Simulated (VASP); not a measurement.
# Si (P6_3/mmc) in VASP: a series of runs

The runs below take Si through single point, with PBE.

All numbers are computed with VASP 6.6.1; they aren't measurements. Logs are shortened: lines on timing, memory, paths and dates and some standing lists are left out, and cuts for length are marked.

**1. The structure**

It takes space group P6_3/mmc (No. 194, hexagonal). The conventional cell has a = 3.831 Å, b = 3.831 Å, c = 6.333 Å, α = 90.00°, β = 90.00°, γ = 120.00°. Si (site symmetry 3m) is surrounded by 4 Si at 2.35 to 2.37 Å.

This isn't the form of Si at room conditions, which is diamond.

**2. Single point, PBE**

File INCAR:

```
ADDGRID  = False        
ALGO     = Normal         # electronic algorithm
EDIFF    = 1E-6           # SCF threshold, eV
ENCUT    = 280            # plane-wave cutoff, eV
GGA      = PE             # functional
ISIF     = 2              # what is computed and relaxed
ISMEAR   = 0              # smearing method
LASPH    = True           # aspherical terms in the spheres
LCHARG   = False          # write CHGCAR
LREAL    = False          # projectors in reciprocal space
LWAVE    = False          # write WAVECAR
NBANDS   = 16             # bands
NELM     = 100            # most SCF steps
PREC     = Accurate       # precision mode
SIGMA    = 0.05           # smearing width, eV
```

File KPOINTS:

```
k-points
0
Gamma
  5 5 3
```

File POSCAR:

```
Si
1.0
    3.8313174605      0.0000000000      0.0000000000
   -1.9156587303      3.3180182508      0.0000000000
    0.0000000000      0.0000000000      6.3326220002
Si
4
Direct
    0.6655130000      0.3227030000      0.9380340000
    0.3547120000      0.6831860000      0.4293900000
    0.6599490000      0.3251260000      0.5656880000
    0.3139780000      0.6447660000      0.0617650000
```

Potentials or basis: VASP PAW PBE potentials, release 64 (Si).

The run is started by

```console
$ cat potpaw_PBE.64/Si/POTCAR > POTCAR
$ mpirun -np 1 vasp_std > vasp.out
```

OUTCAR:

```text
EDIFF = 1E-6
   ENCUT = 280
   GGA = PE
   ISIF = 2
   ISMEAR = 0
   LASPH = True
   LREAL = False
   NELM = 100
   PREC = Accurate

 Found     38 irreducible k-points:

 Following reciprocal coordinates:
            Coordinates               Weight
  0.000000  0.000000  0.000000      1.000000
  0.200000 -0.000000  0.000000      2.000000
  0.000000  0.200000  0.000000      2.000000
 -0.200000  0.200000  0.000000      2.000000
  0.400000 -0.000000  0.000000      2.000000
  0.000000  0.400000  0.000000      2.000000
   k-points           NKPTS =     38   k-points in BZ     NKDIM =     38   number of bands    NBANDS=     16
   number of dos      NEDOS =    301   number of ions     NIONS =      4
   total plane-waves  NPLWV =  20736
   dimension x,y,z NGX =    24 NGY =   24 NGZ =   36
   dimension x,y,z NGXF=    48 NGYF=   48 NGZF=   72
   ions per type =               4
   NGX,Y,Z   is equivalent  to a cutoff of  10.41, 10.41,  9.45 a.u.
   NGXF,Y,Z  is equivalent  to a cutoff of  20.83, 20.83, 18.90 a.u.
 SYSTEM =  unknown system
   PREC   = accura    normal or accurate (medium, high low for compatibility)
   ISTART =      0    job   : 0-new  1-cont  2-samecut
   ICHARG =      2    charge: 1-file 2-atom 10-const
   ISPIN  =      1    spin polarized calculation?
   LNONCOLLINEAR =      F non collinear calculations
   LSORBIT =      F    spin-orbit coupling
   LASPH  =      T    aspherical Exc in radial PAW
   ENCUT  =  280.0 eV  20.58 Ry    4.54 a.u.   5.23  5.23  8.64*2*pi/ulx,y,z
   NELM   =    100;   NELMIN=  2; NELMDL= -5     # of ELM steps
   EDIFF  = 0.1E-05   stopping-criterion for ELM
   LREAL  =      F    real-space projection
   EDIFFG = 0.1E-04   stopping-criterion for IOM
   NSW    =      0    number of steps for IOM
   IBRION =     -1    ionic relax: 0-MD 1-quasi-New 2-CG
   NFREE  =      0    steps in history (QN), initial steepest desc. (CG)
   ISIF   =      2    stress and relaxation
   ISYM   =      2    0-nonsym 1-usesym 2-fastsym
   POTIM  = 0.5000    time-step for ionic-motion
   TEBEG  =    0.0;   TEEND  =   0.0 temperature during run
   PSTRESS=    0.0 pullay stress
   NELECT =      16.0000    total number of electrons
   NUPDOWN=      -1.0000    fix difference up-down
   EMIN   =  10.00;   EMAX   =-10.00  energy-range for DOS
   EFERMI =   0.00;   METHOD = LEGACY
   ISMEAR =     0;   SIGMA  =   0.05  broadening in eV -4-tet -1-fermi 0-gaus
   EFERMI_NEDOS =   21; number of points for ismear=-14 and -15
   IALGO  =     38    algorithm
   IMIX   =      4    mixing-type and parameters
     AMIX     =   0.40;   BMIX     =  1.00
     AMIX_MAG =   1.60;   BMIX_MAG =  1.00
  volume/ion in A,a.u.               =      20.13       135.81
  Fermi-wavevector in a.u.,A,eV,Ry     =   0.955384  1.805414 12.418837  0.912759
  Thomas-Fermi vector in A             =   2.084217
   LORBIT       =      0    0 simple, 1 ext, 2 COOP (PROOUT), +10 PAW based schemes
   GGA     = PE    functional components
   LHFCALC =     F    Hartree Fock is set to
   AEXX    =    0.0000 exact exchange contribution
   IVDW    =     0    specifies the selected vdW correction
   LEPSILON=     F    determine dielectric tensor
   LRPA    =     F    only Hartree local field effects (RPA)
 non-spin polarized calculation
 Gauss-broadening in eV      SIGMA  =   0.05
  energy-cutoff  :      280.00
  volume of cell :       80.50
 maximum number of plane-waves:       869
 NGX is ok and might be reduce to    24
   NGX = 11   NGY = 11   NGZ = 17

 number of electron      16.0000000 magnetization

 Free energy of the ion-electron system (eV)
  ---------------------------------------------------
  ext. energy  EPLUGINS =         0.00000000
  ---------------------------------------------------
  free energy    TOTEN  =       -21.43607527 eV

  energy without entropy =      -21.43606477  energy(sigma->0) =      -21.43607002

 E-fermi :   6.4562     XC(G=0):  -9.3804

 val. band max:        6.3521517292   @ k =   0.0000   0.0000   0.0000
 cond. band min:       6.5711846740   @ k =  -0.4000   0.4000   0.0000
 fundamental gap:      0.2190329448
 Fermi energy:         6.4562226326

 k-point     1 :       0.0000    0.0000    0.0000
  band No.  band energies     occupation
      1      -6.1650      2.00000
      2      -3.8247      2.00000
      3      -1.2789      2.00000
      4       4.4734      2.00000
      5       4.5327      2.00000
      6       5.4998      2.00000
[... 8 lines left out ...]
     15      10.3762      0.00000
     16      11.9287      0.00000

 k-point     2 :       0.2000   -0.0000    0.0000
  band No.  band energies     occupation
      1      -5.7069      2.00000
      2      -3.3594      2.00000
      3      -1.0958      2.00000
      4       2.1997      2.00000
      5       3.7286      2.00000
      6       3.8879      2.00000
[... 8 lines left out ...]
     15      11.5832      0.00000
     16      12.0889      0.00000

 k-point     3 :       0.0000    0.2000    0.0000
  band No.  band energies     occupation
      1      -5.7040      2.00000
      2      -3.3519      2.00000
      3      -1.1024      2.00000
      4       2.1893      2.00000
      5       3.5739      2.00000
      6       3.9278      2.00000
[... 8 lines left out ...]
     15      11.7399      0.00000
     16      11.8235      0.00000

 k-point     4 :      -0.2000    0.2000    0.0000
  band No.  band energies     occupation
      1      -5.7070      2.00000
      2      -3.3553      2.00000
      3      -1.0992      2.00000
      4       2.2234      2.00000
      5       3.5582      2.00000
      6       4.0029      2.00000
[... 8 lines left out ...]
     15      11.7029      0.00000
     16      11.9057      0.00000

 k-point     5 :       0.4000   -0.0000    0.0000
  band No.  band energies     occupation
      1      -4.4694      2.00000
      2      -2.1620      2.00000
      3      -1.7857      2.00000
      4       0.7907      2.00000
      5       1.2573      2.00000
      6       3.0906      2.00000
[... 8 lines left out ...]
     15      12.7520      0.00000
     16      13.9673      0.00000

 k-point     6 :       0.0000    0.4000    0.0000
  band No.  band energies     occupation
      1      -4.4451      2.00000
      2      -2.1179      2.00000
      3      -1.8337      2.00000
      4       0.7626      2.00000
      5       1.1605      2.00000
      6       3.1194      2.00000
[... 8 lines left out ...]
     15      12.7355      0.00000
     16      13.8832      0.00000

 [... further k-points ...]

------------------------ aborting loop because EDIFF is reached ----------------------------------------

  FORCE on cell =-STRESS in cart. coord.  units (eV):
  Direction    XX          YY          ZZ          XY          YZ          ZX
  --------------------------------------------------------------------------------------
  -------------------------------------------------------------------------------------
  Total        0.3890999      0.9109285      1.0704965      0.0447584      0.8636354      0.6930359
  in kB        7.7439259     18.1294412     21.3051869      0.8907880     17.1882055     13.7929071
  external PRESSURE =      15.7261847 kB  Pullay stress =       0.0000000 kB

 VOLUME and BASIS-vectors are now :
 -----------------------------------------------------------------------------
  energy-cutoff  :      280.00
  volume of cell :       80.50
      direct lattice vectors                 reciprocal lattice vectors
     3.831317461  0.000000000  0.000000000     0.261006823  0.150692360  0.000000000
    -1.915658730  3.318018251  0.000000000     0.000000000  0.301384720  0.000000000
     0.000000000  0.000000000  6.332622000     0.000000000  0.000000000  0.157912473

 POSITION                                       TOTAL-FORCE (eV/Angst)
 -----------------------------------------------------------------------------------
      1.93160      1.07073      5.94021        -0.699527     -0.510285     -0.099787
      0.05026      2.26682      2.71916        -0.608459     -1.039571      0.685720
      1.90564      1.07877      3.58229         0.592519      0.991106     -0.437801
     -0.03220      2.13935      0.39113         0.715468      0.558751     -0.148131
 -----------------------------------------------------------------------------------
    total drift:                                0.000034     -0.000118     -0.000124

  FREE ENERGIE OF THE ION-ELECTRON SYSTEM (eV)
  ---------------------------------------------------
  free  energy   TOTEN  =       -21.4360752696 eV

  energy  without entropy=      -21.4360647660  energy(sigma->0) =      -21.43607002
```

Wall time 9.3 s (1 thread of Intel Xeon Platinum 8488C (Sapphire Rapids), shared host); peak memory 0.14 GiB.

The run converged, but some of its settings lie outside the range that counts as converged, so its numbers aren't taken as properties of the crystal.

Results:

```
Free energy            : -21.4361 eV
Largest force          : 1.386 eV/Å
Band gap on the k mesh : 0.22 eV, indirect (least direct gap 0.75 eV)
```

Caveat: the cutoff is under 1.25 times the usual one of these potentials, so pressure, stress and relaxed cells hold a basis-set (Pulay) error; an odd mesh through Γ misses points on the zone boundary, where band edges often lie.

**3. Single point, PBE**

Changes to INCAR since step 2:

```diff
@@ -3,3 +3,3 @@
 EDIFF    = 1E-6           # SCF threshold, eV
-ENCUT    = 280            # plane-wave cutoff, eV
+ENCUT    = 520            # plane-wave cutoff, eV
 GGA      = PE             # functional
```

File KPOINTS:

```
k-points
0
Gamma
  4 4 2
```

File POSCAR:

```
Si
1.0
    3.8313174605      0.0000000000      0.0000000000
   -1.9156587303      3.3180182508      0.0000000000
    0.0000000000      0.0000000000      6.3326220002
Si
4
Direct
    0.6666666667      0.3333333333      0.9369905000
    0.3333333333      0.6666666667      0.4369905000
    0.6666666667      0.3333333333      0.5630095000
    0.3333333333      0.6666666667      0.0630095000
```

Potentials or basis: VASP PAW PBE potentials, release 64 (Si).

The run is started by

```console
$ cat potpaw_PBE.64/Si/POTCAR > POTCAR
$ mpirun -np 1 vasp_std > vasp.out
```

Wall time 6.2 s (1 thread of Intel Xeon Platinum 8488C (Sapphire Rapids), shared host); peak memory 0.17 GiB.

These settings aren't checked as converged: the numbers below hold their error.

Results:

* Free energy: -21.4693 eV
* Pressure: 1.8 GPa
* Largest force: 0.076 eV/Å
* Band gap on the k mesh: 0.41 eV, indirect (least direct gap 1.02 eV)

Caveat: the k mesh is coarse (spacing up to 0.50 Å⁻¹), so the values aren't converged.

**4. For comparison**

An earlier run on the cell as given: functional PBE; potentials or basis VASP PAW PBE potentials, release 64 (Si); cutoff 520 eV; k mesh 8 × 8 × 4; occupations fermi-dirac, width 0.05 eV; no spin polarisation.

* Pressure: 1.4 GPa
* Largest force: 0.008 eV/Å
* Band gap on the k mesh: 0.42 eV, indirect (least direct gap 1.03 eV)
